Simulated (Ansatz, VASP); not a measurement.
## One calculation of Hf, two programs

INCAR

```
SYSTEM = Hf
ALGO = Normal
EDIFF = 1E-8
ENCUT = 520
ISIF = 2
ISMEAR = -1
LASPH = .True.
LCHARG = .False.
LEFG = .True.
LREAL = .False.
LWAVE = .False.
NBANDS = 11
NELM = 80
PREC = Accurate
SIGMA = 0.03
```

Contents of KPOINTS:

```
k-points
0
Gamma
  13 13 13
  0 0 0
```

POSCAR

```
Hf
1.0
    0.0000000000      2.1746811614      2.1746811614
    2.1746811614      0.0000000000      2.1746811614
    2.1746811614      2.1746811614      0.0000000000
Hf
1
Direct
    0.0000000000      0.0000000000      0.0000000000
```

Input for Ansatz:

```yaml
crystal:
  lattice:
    - [0.0, 2.1746811614, 2.1746811614]
    - [2.1746811614, 0.0, 2.1746811614]
    - [2.1746811614, 2.1746811614, 0.0]
  atoms:
    - { symbol: Hf, position: [0.0, 0.0, 0.0] }
kpoints:
  mp_grid: { grid: [13, 13, 13] }
scf:
  occupations: { method: fermi_dirac, width: 0.03 }
hamiltonian:
  xc: lda
  pseudopotentials: { kind: paw }
output:
  forces: true
  stress: true
  eigenvalues: true
  efg: { contact_densities: true }
```

Change from the starting cell: volume scaled by 0.94, PAW files.

Alike in both runs: task electric field gradients; functional LDA; k mesh 13 × 13 × 13; occupations fermi-dirac, width 0.03 eV; no spin polarisation.

|  | VASP | Ansatz |
| --- | --- | --- |
| version | VASP 6.6.1 | Ansatz 0.2.0 |
| potentials or method | VASP PAW LDA potentials, release 64 (Hf_pv) | PAW with Ansatz's default frozen-core files, scalar-relativistic |
| plane-wave cutoff (eV) | 520 | 420 |
| valence electrons in the cell | 10 | 26 |

|  | VASP | Ansatz | Ansatz less VASP |
| --- | --- | --- | --- |
| pressure (GPa) | 1.3 | 1.3 | -0.05 |
| Vzz of the field gradient on the site that differs most (V/Å²) | 0.0 | 0.0 | 0.00 |

The two sets of potentials don't hold the same shells in valence. Ansatz warned: «gradients_without_spin_orbit».

Spin-orbit coupling is left out, which matters for the levels of Hf.
